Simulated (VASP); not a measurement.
A run of VASP 6.6.1 is set up as follows.

INCAR

```
  ALGO = Fast
  EDIFF = 1E-7
  ENCUT = 450
  GGA = PE
  ISIF = 2
  ISMEAR = 0
  LASPH = True
  LCHARG = False
  LREAL = False
  LWAVE = False
  NELM = 80
  PREC = Accurate
  SIGMA = 0.02
```

The input KPOINTS:

```
k-points
0
Gamma
  4 4 4
```

The input POSCAR:

```
NaCl
1.0
    0.0000000000      2.7940632177      2.7940632177
    2.7940632177      0.0000000000      2.7940632177
    2.7940632177      2.7940632177      0.0000000000
Cl Na
1 1
Direct
    0.5000000000      0.5000000000      0.5000000000
    0.0000000000      0.0000000000      0.0000000000
```

Potentials or basis: VASP PAW PBE potentials, release 64 (Cl_GW, Na_sv_GW).

Command:

```bash
$ cat potpaw_PBE.64/Cl_GW/POTCAR potpaw_PBE.64/Na_sv_GW/POTCAR > POTCAR
$ mpirun -np 1 vasp_std > vasp.out
```

Question: What does it give for the band gap on the k mesh?

Answer: 5.22 eV, direct.

Question: What does it give for the pressure?

Answer: 1.6 GPa.

Caveat: the k mesh is coarse (spacing up to 0.49 Å⁻¹), so the values aren't converged; the cutoff is under 1.25 times the usual one of these potentials, so pressure, stress and relaxed cells hold a basis-set (Pulay) error. As with any semilocal functional, this PBE gap is likely too small.
